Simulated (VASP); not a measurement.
Here is a VASP 6.6.1 calculation.

Contents of INCAR:

```
PREC = Accurate ; ENCUT = 520
EDIFF = 1E-7 ; ISMEAR = 0
SIGMA = 0.1 ; LREAL = False
LASPH = True ; NELM = 100
ALGO = Normal ; ISIF = 3
LWAVE = False ; LCHARG = False
GGA = PE ; IBRION = 2
NSW = 80 ; EDIFFG = -0.002
```

Contents of KPOINTS:

```
regular mesh
0
Gamma
  16 16 16
```

Contents of POSCAR:

```
ZrC                                     
1.0
    0.0000000000      2.3551928250      2.3551928250
    2.3551928250      0.0000000000      2.3551928250
    2.3551928250      2.3551928250     -0.0000000000
  Zr              C             
     1     1
Direct
     0.5000000000000000    0.5000000000000000    0.5000000000000000
     0.0000000000000000    0.0000000000000000    0.0000000000000000
```

Potentials or basis: VASP PAW PBE potentials, release 64 (Zr_sv, C).

Command:

```sh
$ cat potpaw_PBE.64/Zr_sv/POTCAR potpaw_PBE.64/C/POTCAR > POTCAR
$ mpirun -np 1 vasp_std > vasp.out
```

Problem. What does it give for the band gap on the k mesh?

Solution. None (metal or under the smearing width).

Final structure:
```
CELL_PARAMETERS angstrom
0.00000 2.35519 2.35519
2.35519 0.00000 2.35519
2.35519 2.35519 0.00000
ATOMIC_POSITIONS crystal
Zr 0.50000 0.50000 0.50000
C 0.00000 0.00000 0.00000
```

Caveat: the relaxation stopped at its first step, so nothing moved.
